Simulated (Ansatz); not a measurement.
# BaTiO3: the cost of one run

Program: Ansatz 0.2.0 through its Python package. Level of theory: DFT PBEsol, plane waves, PAW. These are calculated values, not measurements.

**1. The structure**

It takes space group R3m (No. 160, trigonal). Conventional cell: a = 5.655 Å, b = 5.655 Å, c = 6.955 Å, α = 90.00°, β = 90.00°, γ = 120.00°. Ba (site symmetry 3m) is surrounded by 12 O at 2.79 to 2.89 Å. Ti (site symmetry 3m) is surrounded by 6 O at 1.87 to 2.14 Å. Around O (site symmetry m) lie 2 Ti at 1.87 to 2.14 Å.

The script holds or builds the structure itself.

**2. The code**

kconv_batio3.py

```python
# -*- coding: utf-8 -*-
"""k-point test for BaTiO3."""

import warnings

import ansatz
import matplotlib.pyplot as plt

warnings.simplefilter("ignore", ansatz.DeckWarning)

batio3 = (
    ansatz.Lattice.of([2.827367, 1.632381, 2.318393], [-2.827367, 1.632381, 2.318393], [0.0, -3.264762, 2.318393])
    .atom("Ba", [0.0, 0.0, 0.0])
    .atom("Ti", [0.4845, 0.4845, 0.4845])
    .atom("O", [0.5086, 0.5086, 0.0175])
    .atom("O", [0.0175, 0.5086, 0.5086])
    .atom("O", [0.5086, 0.0175, 0.5086])
)

base = (
    batio3.calculation()
    .functional(ansatz.Functional.PBESOL)
    .occupations("fixed")
    .band_table()
)

rows = []
for value in [1.0, 0.6, 0.4, 0.3]:
    rep = base.kpoints(spacing=value).run().report
    rows.append((value, rep["free_energy_ev"] / len(rep["lattice"]["sites"]), rep["n_iterations"], rep["gap_by_band_count_ev"], rep["n_kpoints"]))

print("spacing (1/A)   F/atom (eV)    iterations  gap by band count (eV)      k-points")
for row in rows:
    print(f"{str(row[0]):>12s}  {row[1]:12.5f}  {row[2]:12d}  {row[3]:22.3f}  {row[4]:12d}")

# the last row is the reference
for row in rows[:-1]:
    shift = 1000 * (row[1] - rows[-1][1])
    print(f"{row[0]}: {shift:+.2f} meV/atom" + ("  (within 2 meV)" if abs(shift) < 2 else ""))
plt.figure(figsize=(4.5, 3))
plt.plot([str(row[0]) for row in rows], [1000 * (row[1] - rows[-1][1]) for row in rows], "o-")
plt.xlabel("spacing (1/A)")
plt.ylabel("F - F(last) (meV/atom)")
plt.tight_layout()
plt.savefig("kconv.png", dpi=100)
```

**3. The input behind the calls**

The package turns the script's settings into the engine's input (first run):

```yaml
crystal:
  lattice:
    - [2.827367, 1.632381, 2.318393]
    - [-2.827367, 1.632381, 2.318393]
    - [0.0, -3.264762, 2.318393]
  atoms:
    - { symbol: Ba, position: [0.0, 0.0, 0.0] }
    - { symbol: Ti, position: [0.4845, 0.4845, 0.4845] }
    - { symbol: O, position: [0.5086, 0.5086, 0.0175] }
    - { symbol: O, position: [0.0175, 0.5086, 0.5086] }
    - { symbol: O, position: [0.5086, 0.0175, 0.5086] }
kpoints:
  mp_grid:
    kspacing: 1.0
hamiltonian:
  xc: pbesol
scf:
  occupations:
    method: fixed
output:
  eigenvalues: true
```

**4. The run**

Launch:

```sh
python kconv_batio3.py
```

Q: Estimate wall time and peak memory on 1 thread of Arm Neoverse V1, shared host.

About 12 s, with a peak of 0.47 GiB.
